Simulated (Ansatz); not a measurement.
**RbCl: frozen-core PAW against all-electron methods**

```
Rb Cl
1.0
     0.00000    3.27400    3.27400
     3.27400    0.00000    3.27400
     3.27400    3.27400    0.00000
Rb Cl
1 1
Direct
  0.00000 0.00000 0.00000
  0.50000 0.50000 0.50000
```

Atoms are numbered in the order listed.

The cell is COD entry 8103714, as deposited and not checked against the literature; nothing was relaxed. It differs from other determinations.

Levels of theory: DFT, PBEsol, PAW with Ansatz's default frozen-core files, scalar-relativistic (Ansatz 0.2.0); DFT, PBEsol, all-electron LAPW, scalar-relativistic (Ansatz 0.2.0).

For PAW: a Γ-centred 7×7×7 k mesh, Fermi–Dirac smearing of 0.02 eV, cutoff 420 eV, no spin polarisation; the PAW files were made with PBE, and the program remakes their frozen cores for this functional. LAPW targets a basis error of 1 meV/atom. The Ansatz runs share mesh, smearing and spin set-up. Plane-wave (PAW) pressures include the program's estimate of the Pulay term.

Stress and pressure are positive in compression.

Levels count from the top of the valence band.

PAW results:

```tsv
quantity	PAW
pressure (GPa)	-0.04
band gap (eV)	4.891
highest filled level at X (eV)	-0.102
lowest empty level at X (eV)	6.071
highest filled level at Γ (eV)	0.000
lowest empty level at Γ (eV)	4.891
```

Question: What does LAPW (all electrons) give for the same quantities?

Answer: 
| quantity | LAPW |
| --- | --- |
| pressure (GPa) | -0.04 |
| band gap (eV) | 4.892 |
| highest filled level at X (eV) | -0.102 |
| lowest empty level at X (eV) | 6.071 |
| highest filled level at Γ (eV) | 0.000 |
| lowest empty level at Γ (eV) | 4.892 |
